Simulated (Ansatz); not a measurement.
Input of an Ansatz 0.2.0 run:

Contents of input.yaml:

```yaml
crystal:
  lattice:
    - [0.0, 3.2066110309, 3.2066110309]
    - [3.2066110309, 0.0, 3.2066110309]
    - [3.2066110309, 3.2066110309, 0.0]
  atoms:
    - { symbol: Pb, position_ang: [0.0, 0.0, 0.0] }
    - { symbol: Se, position_ang: [3.206611031, 3.206611031, 3.206611031] }
hamiltonian:
  xc: pbe
  pseudopotentials: { kind: paw }
  dispersion: d3bjatm
kpoints:
  mp_grid: { grid: [6, 6, 6] }
scf:
  occupations: { method: methfessel_paxton, width: 0.1 }
phonons:
  method: dfpt
  qmesh: [2, 2, 2]
  temperatures: { t_max: 1000, t_step: 100 }
  qpath:
    path:
      - [[0.0, 0.0, 0.0], [0.5, 0.0, 0.5], [0.5, 0.25, 0.75], [0.375, 0.375, 0.75], [0.0, 0.0, 0.0], [0.5, 0.5, 0.5], [0.625, 0.25, 0.625], [0.5, 0.25, 0.75], [0.5, 0.5, 0.5], [0.375, 0.375, 0.75]]
      - [[0.625, 0.25, 0.625], [0.5, 0.0, 0.5]]
    npoints: 8
```

Potentials or basis: Ansatz PAW.

Launch:

```sh
$ ansatz run input.yaml --threads 1 --pin off --max-ram 2560MiB --backend cpu --events-out ev --progress --plain --runs-dir out
```

Question: Predict the electronic dielectric tensor (diagonal).

Answer: 17.84.

Question: Estimate the Born charges (mean of the diagonal).

Answer: Pb +4.80; Se -4.80 e.

Question: Estimate the most unstable mode.

Answer: 57i cm⁻¹.

Question: What does it give for the highest phonon frequency, LO-TO splitting left out?

Answer: 121 cm⁻¹.

Phonon frequencies in cm⁻¹ (negative: imaginary):
```tsv
q point	frequencies
(0.000, 0.000, 0.000)	-57 -57 -57 0 0 0
(0.000, 0.000, -0.500)	37 37 85 94 94 121
(0.000, -0.500, -0.500)	-38 -38 -38 46 46 66
```

Caveat: some modes are imaginary; the q mesh is small, so phonon branches between its points and thermal values are rough.
